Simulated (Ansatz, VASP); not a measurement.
## Two plane-wave programs on Cu

```
Cu
1.0
     0.00000    1.78223    1.78223
     1.78223    0.00000    1.78223
     1.78223    1.78223    0.00000
Cu
1
Direct
  0.00000 0.00000 0.00000
```

Alike in both runs: functional PBEsol; k mesh 16 × 16 × 16; occupations fermi-dirac, width 0.05 eV; no spin polarisation.

Ansatz relaxed the structure, and its values are those at the end. VASP's run is a single point on that final structure, the one shown.

```csv
,VASP,Ansatz
version,VASP 6.6.1,Ansatz 0.2.0
potentials or method,"VASP PAW PBE potentials, release 64 (Cu)","PAW with Ansatz's default frozen-core files, scalar-relativistic"
plane-wave cutoff (eV),520,420
valence electrons in the cell,11,19
```

Ansatz gave:

```
pressure (GPa) : 0.0
```

Which values does VASP return?

Pressure (GPa): 0.7.

The functional is the same, so the differences come from potentials, cutoffs and numerics. The two sets of potentials don't hold the same shells in valence.

Caveats: the PAW data sets were made with another functional, which shifts forces and pressure a little (VASP).
